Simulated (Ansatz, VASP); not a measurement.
## One calculation of CdS, two programs

```
Cd S
1.0
     3.41020    0.00000    0.00000
     0.00000    3.41020    0.00000
     0.00000    0.00000    3.41020
Cd S
1 1
Cartesian
  0.0000 0.0000 0.0000
  1.7051 1.7051 1.7051
```

Measurements of this composition are mostly on another form, of space group No. 186.

Alike in both runs: task single point; functional PBE; k mesh 14 × 14 × 14; occupations fermi-dirac, width 0.05 eV; no spin polarisation.

|  | VASP | Ansatz |
| --- | --- | --- |
| version | VASP 6.6.1 | Ansatz 0.2.0 |
| potentials or method | VASP PAW PBE potentials, release 64 (Cd, S), cutoff 520 eV | all-electron LAPW, scalar-relativistic |

|  | VASP | Ansatz | Ansatz less VASP |
| --- | --- | --- | --- |
| pressure (GPa) | 0.3 | 0.0 | -0.32 |

Ansatz ran all-electron here, so the differences hold the error of VASP's frozen core and of both bases.
